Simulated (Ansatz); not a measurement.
# TePb under changes of volume

One of the cells (33.730 Å³/atom); the others are scaled copies at fixed shape and fractional positions:

```
Pb Te
1.0
     0.00000    3.23100    3.23100
     3.23100    0.00000    3.23100
     3.23100    3.23100    0.00000
Pb Te
1 1
Cartesian
  0.0000 0.0000 0.0000
  3.2310 3.2310 3.2310
```

```yaml
Program: Ansatz 0.2.0
Functional: PBE-EpsX
Potentials_or_basis: Ansatz PAW
Cutoff: "420 eV (not typed: the program's choice for these potentials)"
k_mesh: 4 × 4 × 4
Occupations: fermi-dirac, width 0.05 eV
Spin: no spin polarisation
```

```csv
volume (Å³/atom),energy over the lowest point (meV/atom),gap on the mesh (eV)
31.706,116.77,0.69
32.380,84.91,0.75
33.055,58.45,0.81
33.730,?,?
34.404,19.99,0.91
35.079,8.02,0.95
35.753,0.00,0.99
```

Task: What does the run at 33.730 Å³/atom give?

Result: Energy over the lowest point 37.22 meV/atom; gap on the mesh 0.86 eV.

Worked out: A Birch-Murnaghan fit of order 3 (a polynomial in V^(-2/3)) to the other rows has its minimum at 36.75 Å³/atom, just outside them, with B0 = V·E''(V) = 49 GPa (rough, since the energies scatter). It gives 36.83 meV/atom at 33.730 Å³/atom, against the run's 37.22. Pressures are left out, since they don't match the slope of the energies. A straight line through the other rows of the gap, of slope 2.5 eV per unit of ln V (its deformation potential), gives 0.85 eV, against the run's 0.86.

Energies are extrapolated to zero smearing.

Caveats: some runs use coarse meshes; spin-orbit coupling is left out, which as a rule narrows the gap of such compounds by several tenths of an eV; the PAW data sets come from PBE, with cores solved anew for the run's functional, which leaves a small shift of forces and pressure; the thresholds are loose for stress.

A mesh can miss the band edges.
